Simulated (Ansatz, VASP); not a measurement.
# Fe in VASP and in Ansatz

```xyz
1
Lattice="-1.4158 1.4158 1.4158 1.4158 -1.4158 1.4158 1.4158 1.4158 -1.4158" Properties=species:S:1:pos:R:3 pbc="T T T"
Fe    0.0000    0.0000    0.0000
```

Alike in both runs: functional PBE; k mesh 20 × 20 × 20; occupations gaussian, width 0.1 eV; collinear spin.

Ansatz relaxed the structure, and its values are those at the end. VASP's run is a single point on that final structure, the one shown.

```csv
,VASP,Ansatz
version,VASP 6.6.1,Ansatz 0.2.0
potentials or method,"VASP PAW PBE potentials, release 64 (Fe)","scalar-relativistic, plane waves, PAW"
plane-wave cutoff (eV),520,420
valence electrons in the cell,8,16
```

Ansatz gave:

| Property | Result |
| --- | --- |
| gap on the k mesh at the Fermi level (eV) | none |
| pressure (GPa) | 0.0 |
| net moment per atom (μB) | 2.17 |
| size of the moment on the site where the two differ most (μB) | 2.22 |

Task: Estimate VASP's values.

Result: gap on the k mesh at the Fermi level (eV): none; pressure (GPa): -0.1; net moment per atom (μB): 2.19; size of the moment on the site where the two differ most (μB): 2.19.

Site moments also hang on the region over which each program counts them. A gap of «none» marks a metal or a gap that the smearing closes. The two sets of potentials don't hold the same shells in valence.
